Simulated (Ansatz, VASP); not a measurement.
# GaSb in VASP and in Ansatz

```xyz
2
Lattice="0.0000 3.0590 3.0590 3.0590 0.0000 3.0590 3.0590 3.0590 0.0000" Properties=species:S:1:pos:R:3 pbc="T T T"
Sb    4.5885    4.5885    4.5885
Ga    0.0000    0.0000    0.0000
```

Alike in both runs: functional PBE; k mesh 6 × 6 × 6; occupations fermi-dirac, width 0.05 eV; non-collinear spin, spin-orbit coupling.

|  | VASP | Ansatz |
| --- | --- | --- |
| version | VASP 6.6.1 | Ansatz 0.2.0 |
| potentials or method | VASP PAW PBE potentials, release 64 (Sb, Ga_d), cutoff 520 eV | all-electron LAPW, relativistic spinors |
| task | single point | band structure |

```csv
,VASP,Ansatz,Ansatz less VASP
gap on the k mesh at the Fermi level (eV),none,none,-
pressure (GPa),2.6,2.5,-0.08
net moment per atom (μB),0.00,0.00,0.000
```

A gap of «none» marks a metal or a gap that the smearing closes. Ansatz ran all-electron here, so the differences hold the error of VASP's frozen core and of both bases.

Caveats: the k mesh is thin for a metal, which can move the energy by tens of meV per atom (Ansatz); this crystal is a semiconductor, whose small gap the functional closes, so the metal is an error of the method (Ansatz).
